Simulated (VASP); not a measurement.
# GaP (R-3m) in VASP: further runs, part 2 of 2

VASP 6.6.1. The steps go on from the part before.

## Step 6: Single point, r2SCAN

File INCAR:

```
PREC = Accurate
ENCUT = 520
EDIFF = 1E-6
ISMEAR = 0
SIGMA = 0.02
LREAL = F
LASPH = T
NELM = 80
ALGO = Normal
ISIF = 2
LWAVE = F
LCHARG = F
METAGGA = R2SCAN
LMIXTAU = T
NBANDS = 26
```

File KPOINTS:

```
regular mesh
0
Gamma
  9 9 9
```

File POSCAR:

```
GaP
1.0
    1.9143800000      1.1052700000      6.3564400000
   -1.9143800000      1.1052700000      6.3564400000
    0.0000000000     -2.2105400000      6.3564400000
Ga P
2 2
Direct
    0.4358000000      0.4358000000      0.4358000000
    0.5642000000      0.5642000000      0.5642000000
    0.0577900000      0.0577900000      0.0577900000
    0.9422100000      0.9422100000      0.9422100000
```

Potentials or basis: VASP PAW PBE potentials, release 64 (Ga_d, P).

The run is started by

```sh
> cat potpaw_PBE.64/Ga_d/POTCAR potpaw_PBE.64/P/POTCAR > POTCAR
> mpirun -np 1 vasp_std > vasp.out
```

OUTCAR:

```text
PREC = Accurate
   ENCUT = 520
   EDIFF = 1E-6
   ISMEAR = 0
   LREAL = F
   LASPH = T
   NELM = 80
   ISIF = 2
   METAGGA = R2SCAN

 ion  position               nearest neighbor table
   1  0.436  0.436  0.436-   3 2.37   3 2.37   3 2.37   2 2.45
   2  0.564  0.564  0.564-   4 2.37   4 2.37   4 2.37   1 2.45
   3  0.058  0.058  0.058-   4 2.20   1 2.37   1 2.37   1 2.37
   4  0.942  0.942  0.942-   3 2.20   2 2.37   2 2.37   2 2.37

  LATTYP: Found a trigonal (rhomboedric) cell.
 ALAT       =     6.7298441312
 COS(alpha) =     0.8381631178

  Lattice vectors:

 A1 = (   1.9143800000,   1.1052700000,   6.3564400000)
 A2 = (  -1.9143800000,   1.1052700000,   6.3564400000)
 A3 = (   0.0000000000,  -2.2105400000,   6.3564400000)

Analysis of symmetry for initial positions (statically):
=====================================================================
 Subroutine PRICEL returns:
 Original cell was already a primitive cell.

 Routine SETGRP: Setting up the symmetry group for a
 trigonal (rhombohedral) supercell.

 Subroutine GETGRP returns: Found 12 space group operations
 (whereof 12 operations were pure point group operations)
 out of a pool of 12 trial point group operations.

The static configuration has the point symmetry D_3d.

Analysis of symmetry for dynamics (positions and initial velocities):
=====================================================================
 Subroutine PRICEL returns:
 Original cell was already a primitive cell.

 Routine SETGRP: Setting up the symmetry group for a
 trigonal (rhombohedral) supercell.

 Subroutine GETGRP returns: Found 12 space group operations
 (whereof 12 operations were pure point group operations)
 out of a pool of 12 trial point group operations.

The dynamic configuration has the point symmetry D_3d.

 Subroutine INISYM returns: Found 12 space group operations
 (whereof 12 operations are pure point group operations),
 and found     1 'primitive' translations

----------------------------------------------------------------------------------------

                                     Primitive cell

  volume of cell :      80.6978

  direct lattice vectors                    reciprocal lattice vectors
     1.914380000  1.105270000  6.356440000     0.261181166  0.150792717  0.052440255
    -1.914380000  1.105270000  6.356440000    -0.261181166  0.150792717  0.052440255
     0.000000000 -2.210540000  6.356440000     0.000000000 -0.301585435  0.052440255

  length of vectors
     6.729844131  6.729844131  6.729845211     0.306111132  0.306111132  0.306110690

  position of ions in fractional coordinates (direct lattice)
     0.435800000  0.435800000  0.435800000
     0.564200000  0.564200000  0.564200000
     0.057790000  0.057790000  0.057790000
     0.942210000  0.942210000  0.942210000

  ion indices of the primitive-cell ions
   primitive index   ion index
                 1           1
                 2           2
                 3           3
                 4           4

----------------------------------------------------------------------------------------

 KPOINTS: regular mesh

Automatic generation of k-mesh.
 Grid dimensions read from file:
 generate k-points for:    9    9    9

 Generating k-lattice:

  Cartesian coordinates                     Fractional coordinates (reciprocal lattice)
     0.029020130  0.016754746  0.005826695     0.111111111  0.000000000  0.000000000
    -0.029020130  0.016754746  0.005826695     0.000000000  0.111111111  0.000000000
     0.000000000 -0.033509493  0.005826695     0.000000000  0.000000000  0.111111111

  Length of vectors
     0.034012348  0.034012348  0.034012299

  Shift w.r.t. Gamma in fractional coordinates (k-lattice)
     0.000000000  0.000000000  0.000000000

 Subroutine IBZKPT returns following result:
 ===========================================

 Found     85 irreducible k-points:

 Following reciprocal coordinates:
            Coordinates               Weight
  0.000000  0.000000  0.000000      1.000000
  0.111111  0.000000  0.000000      6.000000
  0.222222  0.000000 -0.000000      6.000000
  0.333333  0.000000  0.000000      6.000000
  0.444444  0.000000 -0.000000      6.000000
  0.111111  0.111111  0.000000      6.000000
[... 16 lines left out ...]
 -0.333333  0.333333  0.000000      6.000000
  0.444444  0.444444 -0.000000      6.000000
 [... further k-points ...]
   k-points           NKPTS =     85   k-points in BZ     NKDIM =     85   number of bands    NBANDS=     26
   number of dos      NEDOS =    301   number of ions     NIONS =      4
   total plane-waves  NPLWV = 125000
   dimension x,y,z NGX =    50 NGY =   50 NGZ =   50
   dimension x,y,z NGXF=   100 NGYF=  100 NGZF=  100
   ions per type =               2   2
   NGX,Y,Z   is equivalent  to a cutoff of  12.35, 12.35, 12.35 a.u.
   NGXF,Y,Z  is equivalent  to a cutoff of  24.70, 24.70, 24.70 a.u.
 SYSTEM =  unknown system
   PREC   = accura    normal or accurate (medium, high low for compatibility)
   ISTART =      0    job   : 0-new  1-cont  2-samecut
   ICHARG =      2    charge: 1-file 2-atom 10-const
   ISPIN  =      1    spin polarized calculation?
   LNONCOLLINEAR =      F non collinear calculations
   LSORBIT =      F    spin-orbit coupling
   LASPH  =      T    aspherical Exc in radial PAW
   ENCUT  =  520.0 eV  38.22 Ry    6.18 a.u.  12.51 12.51 12.51*2*pi/ulx,y,z
   NELM   =     80;   NELMIN=  2; NELMDL= -5     # of ELM steps
   EDIFF  = 0.1E-05   stopping-criterion for ELM
   LREAL  =      F    real-space projection
   EDIFFG = 0.1E-04   stopping-criterion for IOM
   NSW    =      0    number of steps for IOM
   IBRION =     -1    ionic relax: 0-MD 1-quasi-New 2-CG
   NFREE  =      0    steps in history (QN), initial steepest desc. (CG)
   ISIF   =      2    stress and relaxation
   ISYM   =      2    0-nonsym 1-usesym 2-fastsym
   POTIM  = 0.5000    time-step for ionic-motion
   TEBEG  =    0.0;   TEEND  =   0.0 temperature during run
   PSTRESS=    0.0 pullay stress
   NELECT =      36.0000    total number of electrons
   NUPDOWN=      -1.0000    fix difference up-down
   EMIN   =  10.00;   EMAX   =-10.00  energy-range for DOS
   EFERMI =   0.00;   METHOD = LEGACY
   ISMEAR =     0;   SIGMA  =   0.02  broadening in eV -4-tet -1-fermi 0-gaus
   EFERMI_NEDOS =   21; number of points for ismear=-14 and -15
   IALGO  =     38    algorithm
   IMIX   =      4    mixing-type and parameters
     AMIX     =   0.40;   BMIX     =  1.00
     AMIX_MAG =   1.60;   BMIX_MAG =  1.00
  volume/ion in A,a.u.               =      20.17       136.14
  Fermi-wavevector in a.u.,A,eV,Ry     =   1.250898  2.363854 21.289645  1.564745
  Thomas-Fermi vector in A             =   2.384870
   LORBIT       =      0    0 simple, 1 ext, 2 COOP (PROOUT), +10 PAW based schemes
   METAGGA = R2SCAN    functional components
   LHFCALC =     F    Hartree Fock is set to
   AEXX    =    0.0000 exact exchange contribution
   IVDW    =     0    specifies the selected vdW correction
   LEPSILON=     F    determine dielectric tensor
   LRPA    =     F    only Hartree local field effects (RPA)
 non-spin polarized calculation
 Gauss-broadening in eV      SIGMA  =   0.02
  energy-cutoff  :      520.00
  volume of cell :       80.70
 maximum number of plane-waves:      2190
 NGX is ok and might be reduce to    50
   NGX = 25   NGY = 25   NGZ = 25

 number of electron      36.0000001 magnetization

 Free energy of the ion-electron system (eV)
  ---------------------------------------------------
  ext. energy  EPLUGINS =         0.00000000
  ---------------------------------------------------
  free energy    TOTEN  =       -42.32824596 eV

  energy without entropy =      -42.32824596  energy(sigma->0) =      -42.32824596

 E-fermi :   4.9657     XC(G=0): -10.5731

 val. band max:        4.8466754142   @ k =   0.0000   0.0000   0.0000
 cond. band min:       5.9588994384   @ k =  -0.4444  -0.4444   0.1111
 fundamental gap:      1.1122240243
 Fermi energy:         4.9656665768

 k-point     1 :       0.0000    0.0000    0.0000
  band No.  band energies     occupation
      1     -10.4228      2.00000
      2     -10.2744      2.00000
      3     -10.2744      2.00000
      4     -10.2555      2.00000
      5     -10.2555      2.00000
      6     -10.1884      2.00000
[... 685 lines left out ...]
     25      14.3843      0.00000
     26      15.2505      0.00000

 [... further k-points ...]

------------------------ aborting loop because EDIFF is reached ----------------------------------------

  FORCE on cell =-STRESS in cart. coord.  units (eV):
  Direction    XX          YY          ZZ          XY          YZ          ZX
  --------------------------------------------------------------------------------------
  -------------------------------------------------------------------------------------
  Total        0.3970932      0.3970948      0.1350363      0.0000000      0.0000000     -0.0000000
  in kB        7.8839038      7.8839350      2.6810162      0.0000000      0.0000000     -0.0000000
  external PRESSURE =       6.1496183 kB  Pullay stress =       0.0000000 kB

 VOLUME and BASIS-vectors are now :
 -----------------------------------------------------------------------------
  energy-cutoff  :      520.00
  volume of cell :       80.70
      direct lattice vectors                 reciprocal lattice vectors
     1.914380000  1.105270000  6.356440000     0.261181166  0.150792717  0.052440255
    -1.914380000  1.105270000  6.356440000    -0.261181166  0.150792717  0.052440255
     0.000000000 -2.210540000  6.356440000     0.000000000 -0.301585435  0.052440255

 POSITION                                       TOTAL-FORCE (eV/Angst)
 -----------------------------------------------------------------------------------
      0.00000      0.00000      8.31041         0.000000      0.000000      0.013279
      0.00000      0.00000     10.75891         0.000000      0.000000     -0.013279
      0.00000      0.00000      1.10202         0.000000      0.000000     -0.108392
      0.00000      0.00000     17.96730         0.000000     -0.000000      0.108392
 -----------------------------------------------------------------------------------
    total drift:                                0.000000      0.000000      0.000000

  FREE ENERGIE OF THE ION-ELECTRON SYSTEM (eV)
  ---------------------------------------------------
  free  energy   TOTEN  =       -42.3282459596 eV

  energy  without entropy=      -42.3282459596  energy(sigma->0) =      -42.32824596
```

OSZICAR:

```text
N       E                     dE             d eps       ncg     rms          rms(c)
DAV:   1     0.214249846127E+03    0.21425E+03   -0.17594E+04  4496   0.209E+03
DAV:   2    -0.182643427608E+02   -0.23251E+03   -0.22357E+03  4806   0.454E+02
DAV:   3    -0.458616094644E+02   -0.27597E+02   -0.27195E+02  5602   0.124E+02
DAV:   4    -0.467200968990E+02   -0.85849E+00   -0.85607E+00  5044   0.225E+01
[... 11 lines left out ...]
DAV:  16    -0.423281928940E+02   -0.18666E-03   -0.46503E-05  5230   0.533E-02    0.285E-02
DAV:  17    -0.423282323690E+02   -0.39475E-04   -0.11817E-05  4492   0.261E-02    0.193E-02
DAV:  18    -0.423282188765E+02    0.13492E-04   -0.49727E-06  3972   0.174E-02    0.299E-03
DAV:  19    -0.423282455195E+02   -0.26643E-04   -0.77305E-06  3854   0.185E-02    0.118E-03
DAV:  20    -0.423282459596E+02   -0.44013E-06   -0.57026E-07  3298   0.614E-03
   1 F= -.42328246E+02 E0= -.42328246E+02  d E =-.131077E-19
```

Wall time 23 min (1 thread of Intel Xeon Platinum 8488C (Sapphire Rapids), shared host); peak memory 0.45 GiB.

Results:

```yaml
Free_energy: -42.3282 eV
Pressure: 0.6 GPa
Largest_force: 0.108 eV/Å
Band_gap_on_the_k_mesh: 1.11 eV, indirect (least direct gap 1.62 eV)
```

Forces on the atoms (eV/Å):
```
Ga   0.000  0.000  0.013
Ga   0.000  0.000 -0.013
P    0.000  0.000 -0.108
P    0.000  0.000  0.108
```

Caveat: the PAW data sets were made with another functional, which shifts forces and pressure a little; an odd mesh through Γ misses points on the zone boundary, where band edges often lie.

## Step 7: Summary

| level | potentials or basis | k mesh | cutoff (eV) | smearing | gap on the mesh (eV) | pressure (GPa) | largest force (eV/Å) |
| --- | --- | --- | --- | --- | --- | --- | --- |
| PBEsol | VASP PAW PBE potentials, release 64 (Ga_d, P) | 9 × 9 × 9 | 700 | gaussian 0.02 eV | 0.79 | 0.0 | - |
| PBEsol | VASP PAW PBE potentials, release 64 (Ga_d, P) | 12 × 12 × 12 | 520 | gaussian 0.02 eV | 0.69 | 0.0 | - |
| PBEsol | VASP PAW PBE potentials, release 64 (Ga_d, P) | 9 × 9 × 9 | 520 | gaussian 0.5 eV | 0.79 | 0.0 | 0.02 |
| PBEsol | VASP PAW PBE potentials, release 64 (Ga_h, P_h) | 9 × 9 × 9 | 900 | gaussian 0.02 eV | 0.78 | 0.1 | - |
| r2SCAN | VASP PAW PBE potentials, release 64 (Ga_d, P) | 9 × 9 × 9 | 520 | gaussian 0.02 eV | 1.11 | 0.6 | 0.11 |

Alike in all rows: task single point; no spin polarisation; cell as given.

Caveats: the PAW data sets were made with another functional, which shifts forces and pressure a little; an odd mesh through Γ misses points on the zone boundary, where band edges often lie (some runs).

Absolute energies hang on the potentials; compare differences alone.
